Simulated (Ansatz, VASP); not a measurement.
# Rb in VASP and in Ansatz

```xyz
1
Lattice="-2.8025 2.8025 2.8025 2.8025 -2.8025 2.8025 2.8025 2.8025 -2.8025" Properties=species:S:1:pos:R:3 pbc="T T T"
Rb    0.0000    0.0000    0.0000
```

Alike in both runs: task relaxation of cell and atoms; functional PBE; k mesh 8 × 8 × 8; occupations fermi-dirac, width 0.05 eV; no spin polarisation.

|  | VASP | Ansatz |
| --- | --- | --- |
| version | VASP 6.6.1 | Ansatz 0.2.0 |
| potentials or method | VASP PAW PBE potentials, release 64 (Rb_sv) | PAW with Ansatz's default frozen-core files, scalar-relativistic |
| plane-wave cutoff (eV) | 600 | 420 |
| valence electrons in the cell | 9 | 9 |

VASP gave:

| Property | Result |
| --- | --- |
| relaxed volume (Å³/atom) | 91.19 |
| relaxed cell length with the largest relative difference (Å) | 4.911 |
| energy change over the relaxation (meV/atom) | -1 |

Problem. Which values does Ansatz return?

Solution. Relaxed volume (Å³/atom): 91.26; relaxed cell length with the largest relative difference (Å): 4.912; energy change over the relaxation (meV/atom): -1.

Ansatz warned: «gradients_without_spin_orbit».

PBE usually gives volumes a little too large and moduli too small. Zero-point motion and thermal expansion aren't in these numbers.
